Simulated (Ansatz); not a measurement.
SiC (P6_3mc), random displacements

Level of theory: Ansatz, DFT PBE, scalar-relativistic, plane waves, PAW. The runs took a 420 eV cutoff, a Γ-centred 12×12×4 mesh and Gaussian smearing (0.05 eV). No spin polarisation. Energies are free energies at this smearing, counted from the undisturbed cell; pressure is positive in compression.

The starting cell (relaxed at this level):

```
CELL_PARAMETERS angstrom
3.09412 0.00000 0.00000
-1.54706 2.67959 0.00000
0.00000 0.00000 10.12934
ATOMIC_POSITIONS crystal
Si 0.66667 0.33333 0.93784
Si 0.33333 0.66667 0.43784
Si 0.00000 0.00000 0.68790
Si 0.00000 0.00000 0.18790
C 0.66667 0.33333 0.74981
C 0.33333 0.66667 0.24981
C 0.00000 0.00000 0.50045
C 0.00000 0.00000 0.00045
```

The atoms are displaced (Å, in the unstrained cell):

| atom | ux | uy | uz |
| --- | --- | --- | --- |
| Si1 | -0.105 | 0.159 | 0.011 |
| Si2 | -0.045 | 0.028 | 0.143 |
| Si3 | 0.154 | 0.006 | -0.080 |
| Si4 | 0.076 | -0.179 | -0.045 |
| C5 | -0.062 | 0.046 | 0.058 |
| C6 | -0.135 | -0.008 | -0.055 |
| C7 | 0.065 | 0.092 | 0.061 |
| C8 | 0.052 | -0.145 | -0.093 |

Strain (Voigt, engineering shear): (0.0175, -0.0175, -0.0117, -0.0317, -0.0009, -0.0131).

What are the energy change, the stress and the forces?

ΔE = 469.4 meV/atom; stress (xx, yy, zz, yz, xz, xy; compression positive) (1.39, 32.45, 15.70, 10.93, 7.14, 0.28) GPa; gap on the mesh 0.54 eV.
```
atom Fx (eV/Å) Fy Fz
 Si1       0.07  -11.43  -3.81
 Si2       1.55    0.99  -3.84
 Si3      -2.78   -0.32   4.91
 Si4      -5.37    3.58  -1.24
  C5       2.40    0.35  -2.13
  C6       5.59   -3.17   2.96
  C7      -1.63   -1.20  -1.74
  C8       0.16   11.21   4.88
```

Cost: 1 run of about 0.46 core-minutes, on Intel Xeon 6975P-C (Granite Rapids) (shared hosts).